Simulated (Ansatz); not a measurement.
# Ta3C5: the cost of one run

Computed with Ansatz 0.2.0 (DFT PBEsol, scalar-relativistic, plane waves, PAW, unless a step's input says otherwise).

4 further runs of the same task are left out: 1 that didn't finish, 3 set aside as unsound or not needed.

## (1) Starting point

Symmetry: P3m1, No. 156, trigonal system. The conventional cell has a = 3.139 Å, b = 3.139 Å, c = 24.690 Å, α = 90.00°, β = 90.00°, γ = 120.00°. Around C (site symmetry 3m) lie 3 Ta at 2.22 Å. Ta (site symmetry 3m) is surrounded by 6 C at 2.22 Å. Around C (site symmetry 3m) lie 6 Ta at 2.22 to 2.23 Å. Around Ta (site symmetry 3m) lie 6 C at 2.18 to 2.23 Å. C (site symmetry 3m) has 6 Ta at 2.18 to 2.31 Å as nearest neighbours. Ta (site symmetry 3m) has 6 C at 2.07 to 2.31 Å as nearest neighbours. C (site symmetry 3m) has 3 Ta at 2.07 Å as nearest neighbours.

Structure file:

```cif
data_structure
_symmetry_space_group_name_H-M 'P 1'
_symmetry_Int_Tables_number 1
_cell_length_a 3.1393
_cell_length_b 3.1393
_cell_length_c 24.6897
_cell_angle_alpha 90.000
_cell_angle_beta 90.000
_cell_angle_gamma 120.000
_cell_volume 210.72
loop_
_atom_site_label
_atom_site_type_symbol
_atom_site_fract_x
_atom_site_fract_y
_atom_site_fract_z
_atom_site_occupancy
C1 C 0.33333 0.66667 0.34427 1
Ta1 Ta 0.66667 0.33333 0.39618 1
C2 C 0.00000 0.00000 0.44809 1
Ta2 Ta 0.33333 0.66667 0.50097 1
C3 C 0.66667 0.33333 0.55034 1
Ta3 Ta 0.00000 0.00000 0.60816 1
C4 C 0.33333 0.66667 0.64856 1
```

Planes are indexed in the bulk's conventional cell (Fm-3m (No. 225)), a = 4.440 Å, b = 4.440 Å, c = 4.440 Å, α = 90.00°, β = 90.00°, γ = 90.00°.

It is a (111) slab, 7.7 Å thick as cut, with 17 Å of vacuum; its outer planes are C (top) and C (bottom). An earlier relaxation, lower half held, gave -30403.7809 eV, work function 7.19 eV (top face), 6.73 eV (bottom face), dipole along +c -0.021 e·Å per cell.

## (2) C put at a top (C) site

input.yaml reads:

```yaml
crystal:
  lattice:
    - [3.1393032032, 0.0, 0.0]
    - [-1.5696516016, 2.7187163242, 0.0]
    - [0.0, 0.0, 26.6896909957]
  atoms:
    - { symbol: C, position: [0.3333333333, 0.6666666667, 0.3184750247] }
    - { symbol: Ta, position: [0.6666666667, 0.3333333333, 0.3664941331] }
    - { symbol: C, position: [0.0, 0.0, 0.4145132416] }
    - { symbol: Ta, position: [0.3333333333, 0.6666666667, 0.4634285348] }
    - { symbol: C, position: [0.6666666667, 0.3333333333, 0.5091006067] }
    - { symbol: Ta, position: [0.0, 0.0, 0.5625884125] }
    - { symbol: C, position: [0.3333333333, 0.6666666667, 0.5999627038] }
    - { symbol: C, position: [0.3333333333, 0.6666666667, 0.6569135318] }
basis:
  ecutwfc: 420
kpoints:
  mp_grid: { grid: [9, 9, 1] }
hamiltonian:
  xc: pbesol
scf:
  occupations: { method: gaussian, width: 0.1 }
output:
  forces: true
  eigenvalues: true
  write_density: true
  write_potential: true
  elf: true
  volumetric_format: npy
relax:
  adjacent_minimum: "off"
  f_tol: 0.03
  max_steps: 70
  constraints: [{ sites: [0, 1, 2] }]
efield:
  axis: 3
  dipole_correction: true
  ramp_width: 0.04
```

The run is started by

```console
$ ansatz run input.yaml --threads 1 --pin off --max-ram 2560MiB --backend cpu --events-out ev --progress --plain --runs-dir out
```

Q: Estimate wall time and peak memory on 1 thread of AMD EPYC 9R45 (Zen 5), shared host.

About 24 s, with a peak of 0.52 GiB.
